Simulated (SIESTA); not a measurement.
Crystal: CuO (Tenorite).

```
Cu O
1.0
     2.34185   -1.71130    0.00000
     2.34185    1.71130    0.00000
    -0.85003    0.00000    5.05787
Cu O
2 2
Direct
  0.50000 0.00000 0.50000
  0.00000 0.50000 0.00000
  0.41840 0.58160 0.75000
  0.58160 0.41840 0.25000
```

```yaml
Program: SIESTA 5.4.2
Task: single point
Functional: PBE
Potentials_or_basis: PseudoDojo 0.4 standard (PBE files)
Basis: DZP (energy shift 0.003 Ry; two zetas on semicore shells)
Grid_cutoff: 800 Ry
Energy_shift: 0.003 Ry
k_mesh: 10 × 10 × 5
Occupations: fermi-dirac, width 0.05 eV
Spin: no spin polarisation
```

On this cell: pressure 7.0 GPa; largest force 0.096 eV/Å; band gap on the k mesh none (metal or under the smearing width).

The same run follows on a disturbed copy (atoms moved at random, drawn with an rms of 0.05 Å):

```
Cu O
1.0
     2.34185   -1.71130    0.00000
     2.34185    1.71130    0.00000
    -0.85003    0.00000    5.05787
Cu O
2 2
Direct
  0.50631 0.99109 0.50005
  0.99695 0.51187 0.00777
  0.41258 0.58217 0.75430
  0.57936 0.40935 0.25162
```

What does the disturbed cell give?

The energy (extrapolated to zero smearing) moves by +3.9 meV/atom; pressure 6.7 GPa; largest force 0.444 eV/Å; band gap on the k mesh none (metal or under the smearing width).

Forces in eV/Å, atoms in the order of the input:
```
Cu  -0.039  0.137  0.421
Cu  -0.192  0.049 -0.344
O    0.089 -0.236 -0.122
O    0.141  0.050  0.045
```

Stress tensor (GPa, compression positive):
```
 7.64 -0.23 -2.49
-0.23  5.88 -0.52
-2.49 -0.52  6.63
```

Caveats: short orbitals over semicore shells can move pressures by several GPa; the basis of atomic orbitals isn't converged, which shifts pressures, moduli and gaps; the run has no spin polarisation, though such a crystal can be magnetic; semilocal functionals often make such compounds metallic where correlation or magnetic order opens a gap, which also shifts bond lengths.
